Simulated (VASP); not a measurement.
# GeH₃: convergence, nudged elastic band

GeH₃, molecule in box, 4 atoms in the cell. RPBE, nudged elastic band; PAW potentials Ge_d, H (PBE set). VASP 6.6.1.

Wanted: barrier within 0.02 eV.

Path: GeH3 inversion; Moving images: 3.

The series start from Cutoff ENCUT (eV): 350; SCF threshold EDIFF (eV): 1e-5; PREC: Normal; LREAL: no. Each series keeps the choices made before it, and each single choice may use up half of a tolerance. Times cover all steps of a run.

## Cutoff ENCUT (eV)

| Cutoff ENCUT (eV) | Barrier (eV) | Time (s) |
|---|---|---|
| 250 | 0.224 | 81 |
| 300 | 0.223 | 91 |
| 350 | 0.223 | 141 |
| 400 | 0.224 | 118 |
| 450 | 0.223 | 137 |
| 500 (reference) | 0.223 | 157 |

Chosen: 250, the loosest value from which every tighter one stays within half of the tolerance.

## SCF threshold EDIFF (eV)

| SCF threshold EDIFF (eV) | Barrier (eV) | Time (s) |
|---|---|---|
| 0.001 | 0.224 | 60 |
| 0.0001 | 0.224 | 58 |
| 1e-5 | 0.224 | 81 |
| 1e-6 (reference) | 0.224 | 99 |

Chosen: 0.001.

## PREC

| PREC | Barrier (eV) | Time (s) |
|---|---|---|
| Normal | 0.224 | 60 |
| Accurate | 0.224 | 80 |

Chosen: Normal; no other choice that stays within half of the tolerance saves 30 % of the time.

## LREAL

| LREAL | Barrier (eV) | Time (s) |
|---|---|---|
| no | 0.224 | 60 |
| Auto | 0.224 | 60 |

Chosen: no.

## All choices together

| Input | Barrier (eV) | Time (s) |
|---|---|---|
| chosen settings | 0.224 | 60 |
| reference settings throughout | 0.223 | 261 |

The tolerance is met.

## The input

INCAR.step1:
```
PREC = Normal
ENCUT = 250
EDIFF = 0.001
ISMEAR = 0
SIGMA = 0.01
ISYM = 0
LREAL = F
LASPH = T
NELM = 100
ALGO = Normal
LWAVE = F
LCHARG = F
ISPIN = 2
NUPDOWN = 1
MAGMOM = 1.0 1.0 1.0 1.0
GGA = RP
IBRION = 2
NSW = 100
ISIF = 2
EDIFFG = -0.02
POTIM = 0.5
```

INCAR.step3, as INCAR.step1 but for:
```
- IBRION = 2
- NSW = 100
- ISIF = 2
- EDIFFG = -0.02
- POTIM = 0.5
+ IBRION = 1
+ POTIM = 0.3
+ NSW = 200
+ EDIFFG = -0.05
+ SPRING = -5
+ IMAGES = 3
```

KPOINTS:
```
k-points
0
Gamma
  1 1 1
```

00/POSCAR:
```
GeH3
1.0
    9.0000000000      0.0000000000      0.0000000000
    0.0000000000      9.5000000000      0.0000000000
    0.0000000000      0.0000000000      8.0000000000
Ge H
1 3
Direct
    0.4578376606      0.4999999299      0.5449887025
    0.6216515708      0.4999998744      0.4850113678
    0.3759829395      0.6344217134      0.4849999222
    0.3759833846      0.3655784823      0.4850000074
```

01/POSCAR:
```
GeH3
1.0
    9.0000000000      0.0000000000      0.0000000000
    0.0000000000      9.5000000000      0.0000000000
    0.0000000000      0.0000000000      8.0000000000
Ge H
1 3
Direct
    0.4578507748      0.4999999650      0.5224943513
    0.6240299520      0.4999999372      0.4925056839
    0.3747873031      0.6363515901      0.4924999611
    0.3747875256      0.3636485077      0.4925000037
```

02/POSCAR:
```
GeH3
1.0
    9.0000000000      0.0000000000      0.0000000000
    0.0000000000      9.5000000000      0.0000000000
    0.0000000000      0.0000000000      8.0000000000
Ge H
1 3
Direct
    0.4578638889      0.5000000000      0.5000000000
    0.6264083333      0.5000000000      0.5000000000
    0.3735916667      0.6382814668      0.5000000000
    0.3735916667      0.3617185332      0.5000000000
```

03/POSCAR:
```
GeH3
1.0
    9.0000000000      0.0000000000      0.0000000000
    0.0000000000      9.5000000000      0.0000000000
    0.0000000000      0.0000000000      8.0000000000
Ge H
1 3
Direct
    0.4578507195      0.5000000282      0.4775056425
    0.6240301400      0.5000000065      0.5074943007
    0.3747873747      0.6363516551      0.5075000381
    0.3747873213      0.3636483103      0.5075000185
```

04/POSCAR:
```
GeH3
1.0
    9.0000000000      0.0000000000      0.0000000000
    0.0000000000      9.5000000000      0.0000000000
    0.0000000000      0.0000000000      8.0000000000
Ge H
1 3
Direct
    0.4578375501      0.5000000563      0.4550112851
    0.6216519467      0.5000000130      0.5149886015
    0.3759830827      0.6344218433      0.5150000763
    0.3759829759      0.3655780874      0.5150000370
```

POSCAR.step1:
```
GeH3
1.0
    9.0000000000      0.0000000000      0.0000000000
    0.0000000000      9.5000000000      0.0000000000
    0.0000000000      0.0000000000      8.0000000000
Ge H
1 3
Direct
    0.4578638889      0.5000000000      0.5443636366
    0.6206964654      0.5000000000      0.4852121211
    0.3764476006      0.6335951927      0.4852121211
    0.3764476006      0.3664048073      0.4852121211
```

POSCAR.step2:
```
GeH3
1.0
    9.0000000000      0.0000000000      0.0000000000
    0.0000000000      9.5000000000      0.0000000000
    0.0000000000      0.0000000000      8.0000000000
Ge H
1 3
Direct
    0.4578638889      0.5000000000      0.4556363634
    0.6206964654      0.5000000000      0.5147878789
    0.3764476006      0.6335951927      0.5147878789
    0.3764476006      0.3664048073      0.5147878789
```

Commands (each step's output is kept before the next begins):
```
cat potpaw_PBE.64/Ge_d/POTCAR potpaw_PBE.64/H/POTCAR > POTCAR
cp INCAR.step1 INCAR
cp POSCAR.step1 POSCAR
mpirun -np 2 vasp_gam > vasp.out
cp POSCAR.step2 POSCAR
mpirun -np 2 vasp_gam > vasp.out
# 00 and 04 hold the relaxed ends, the second shifted as a whole so that the mean position stays; the images between are interpolated (pair-distance (IDPP), through a guessed midpoint)
cp INCAR.step3 INCAR
mpirun -np 3 vasp_gam > vasp.out
```

The chosen input took VASP 6.6.1 60 s on 3 cores (Intel Xeon Platinum 8259CL @ 2.50GHz (Skylake/Cascade Lake)), a shared host.
